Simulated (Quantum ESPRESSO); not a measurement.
WS2:

```
W S
1.0
     0.00000    3.00794    3.00794
     3.00794    0.00000    3.00794
     3.00794    3.00794    0.00000
W S
1 2
Direct
  0.00000 0.00000 0.00000
  0.25000 0.25000 0.25000
  0.75000 0.75000 0.75000
```

Measurements of this composition are mostly on another form, of space group No. 194.

Program: Quantum ESPRESSO 7.5. Alike in all runs: task single point; spin collinear, ferromagnetic start; cell as given; k mesh 6 × 6 × 6; smearing gaussian 0.05 eV.

Question: Order these runs on this cell by their pressure, lowest first.
A. level LDA+U; potentials or basis GBRV 1.5 LDA; U W d U = 2 eV; cutoff (eV) 762; form of the LDA correlation PZ81
B. level LDA+U; potentials or basis GBRV 1.5 LDA; U W d U = 3 eV; cutoff (eV) 762; form of the LDA correlation PZ81
C. level LDA; potentials or basis JTH 2.0 LDA; cutoff (eV) 612; form of the LDA correlation PW92
D. level LDA+U; potentials or basis GBRV 1.5 LDA; U W d U = 8 eV; cutoff (eV) 762; form of the LDA correlation PZ81
E. level LDA+U; potentials or basis GBRV 1.5 LDA; U W d U = 6 eV; cutoff (eV) 762; form of the LDA correlation PZ81

Answer: C (-13.9 GPa), A (-10.7 GPa), B (-9.1 GPa), E (-5.5 GPa), D (-2.9 GPa).

Caveats: the cutoff is low for these files, which shifts pressure and relaxed volume (some runs).
